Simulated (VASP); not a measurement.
A run of VASP 6.6.1:

The input INCAR:

```
PREC     = Accurate       # precision mode
ENCUT    = 520            # plane-wave cutoff, eV
EDIFF    = 1E-6           # SCF threshold, eV
ISMEAR   = 0              # smearing method
SIGMA    = 0.02           # smearing width, eV
LREAL    = F              # projectors in reciprocal space
LASPH    = T              # aspherical terms in the spheres
NELM     = 60             # most SCF steps
ALGO     = Normal         # electronic algorithm
ISIF     = 2              # what is computed and relaxed
LWAVE    = F              # write WAVECAR
LCHARG   = T              # write CHGCAR
GGA      = PE             # functional
LVHAR    = T
```

Contents of KPOINTS:

```
regular mesh
0
Gamma
  10 10 10
```

File POSCAR:

```
ZrO2                                    
1.0
   -0.0000000000      2.5585688976      2.5585688976
    2.5585688976     -0.0000000000      2.5585688976
    2.5585688976      2.5585688976     -0.0000000000
  Zr              O             
     1     2
Direct
     0.0000000000000000    0.0000000000000000    0.0000000000000000
     0.2500000000000000    0.2500000000000000    0.2500000000000000
     0.7500000000000000    0.7500000000000000    0.7500000000000000
```

Potentials or basis: VASP PAW PBE potentials, release 64 (Zr_sv, O).

Launch:

```bash
$ cat potpaw_PBE.64/Zr_sv/POTCAR potpaw_PBE.64/O/POTCAR > POTCAR
$ mpirun -np 1 vasp_std > vasp.out
```

Hardware: 1 thread of Intel(R) Xeon(R) 6975P-C (Granite Rapids), with other jobs on the host.

Task: How long does it take, and how much memory?

Result: It took 13 s on 1 thread of Intel(R) Xeon(R) 6975P-C (Granite Rapids) (shared host), peak memory 0.16 GiB. Counts: scf iterations 14, k points 47.
